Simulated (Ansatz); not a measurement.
Free-standing chains of the atoms of BiTe, named by their start (strip: triangular double chain, ladder: square double chain); atoms and period are relaxed, and energies count from relaxed bulk BiTe (Fm-3m, 32.68 Å³/atom, gap on the mesh 0.00 eV).

Level of theory: Ansatz, DFT PBEsol, scalar-relativistic, plane waves, PAW.

Cutoff 420 eV, Gaussian smearing of 0.05 eV, energies at zero smearing, symmetry of each start kept, collinear spin where a moment is listed.

```csv
start,atoms,k mesh,excess energy (eV per host atom),period (Å),gap on the mesh (eV),highest filled level or Fermi level under vacuum (eV),size of the moment (μB per cell)
linear chain,2,1×1×11,1.089,5.631,0,4.75,0.45
dimerised chain,2,1×1×11,1.089,5.632,0,4.75,0.45
zigzag chain,2,1×1×13,0.667,4.165,0,-,0.04
ladder chain,4,1×1×11,0.527,6.102,0.27,-,0.00
strip chain,2,1×1×21,0.838,3.067,0,-,0.00
```

Spin-orbit coupling is left out, which matters for the bands of heavy elements. An odd mesh misses points on the zone edge, so a gap read on it can be too wide.

Each run keeps its start's symmetry and one magnetic start, so lower states can exist. Rows stand on unlike meshes and boxes, so starts that end alike can differ by a few hundredths of an eV per atom.

Cost: 5 runs of about 17 core-minutes in all, on Arm Neoverse V1 (shared hosts).